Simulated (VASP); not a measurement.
Runs of VASP 6.6.1 on Si. It takes space group P6/mmm (No. 191, hexagonal). The conventional cell has a = 4.121 Å, b = 4.121 Å, c = 2.655 Å, α = 90.00°, β = 90.00°, γ = 120.00°. Si (site symmetry -6m2) is surrounded by 5 Si at 2.38 to 2.65 Å. The cell was built by a generator and needn't be a form met in nature.

```tsv
task	level	k mesh	smearing	grid for exact exchange (PRECFOCK)	exchange at q = 0	mesh quality	pressure (GPa)
band structure	PBEsol0	4 × 4 × 5	fermi-dirac 0.05 eV	Normal	truncated	coarse	-4.4
band structure	TPSSh	4 × 4 × 5	fermi-dirac 0.05 eV	Normal	truncated	coarse	(b)
band structure	TPSS	8 × 8 × 10	fermi-dirac 0.05 eV	-	-	not flagged	-1.3
band structure	rSCAN	8 × 8 × 10	fermi-dirac 0.05 eV	-	-	not flagged	-1.4
single point	PBE	8 × 8 × 10	gaussian 0.015 eV	-	-	not flagged	(a)
```

Alike in all rows: potentials or basis VASP PAW PBE potentials, release 64 (Si); no spin polarisation; cell as given; cutoff (eV) 520.

Estimate the missing entries.

(a) 0.0; (b) -3.1.

Caveats: some runs use coarse meshes; the PAW data sets were made with another functional, which shifts forces and pressure a little (some runs).
